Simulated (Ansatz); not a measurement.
**NbAs under changes of volume**

One of the cells (17.395 Å³/atom); the others are scaled copies at fixed shape and fractional positions:

```xyz
4
Lattice="-1.7259 1.7259 5.8400 1.7259 -1.7259 5.8400 1.7259 1.7259 -5.8400" Properties=species:S:1:pos:R:3 pbc="T T T"
Nb    0.0000    1.7259    0.0000
Nb    0.0000    0.0000    8.7600
As    0.0000    1.7259    4.8589
As    0.0000    0.0000    1.9389
```

```yaml
Program: Ansatz 0.2.0
Functional: PBEsol
Potentials_or_basis: all-electron LAPW, scalar-relativistic
Cutoff: 267 eV (chosen from the basis error)
Basis_error_allowed: 0.001 eV/atom
k_mesh: 11 × 11 × 11
Occupations: fermi-dirac, width 0.05 eV
Spin: no spin polarisation
```

```tsv
volume (Å³/atom)	energy over the lowest point (meV/atom)	pressure (GPa)	largest force (eV/Å)
16.351	22.83	9.6	0.371
16.699	6.86	5.2	0.341
17.047	0.00	1.2	0.314
17.395	1.32	-2.3	0.288
17.743	9.96	-5.5	0.263
18.091	?	?	?
18.438	46.24	-11.0	0.219
```

What does the run at 18.091 Å³/atom give?

Energy over the lowest point 25.16 meV/atom; pressure -8.4 GPa; largest force 0.241 eV/Å.

Worked out: A Birch-Murnaghan fit of order 3 (a polynomial in V^(-2/3)) to the other rows has its minimum at 17.16 Å³/atom with B0 = V·E''(V) = 179 GPa and B' = 4.4 at fixed shape and positions, which overstates the stiffness. It gives 25.18 meV/atom at 18.091 Å³/atom, against the run's 25.16, and -dE/dV = -8.4 GPa, against -8.4.

Energies are extrapolated to zero smearing.

The runs don't all hold the same shells in valence.
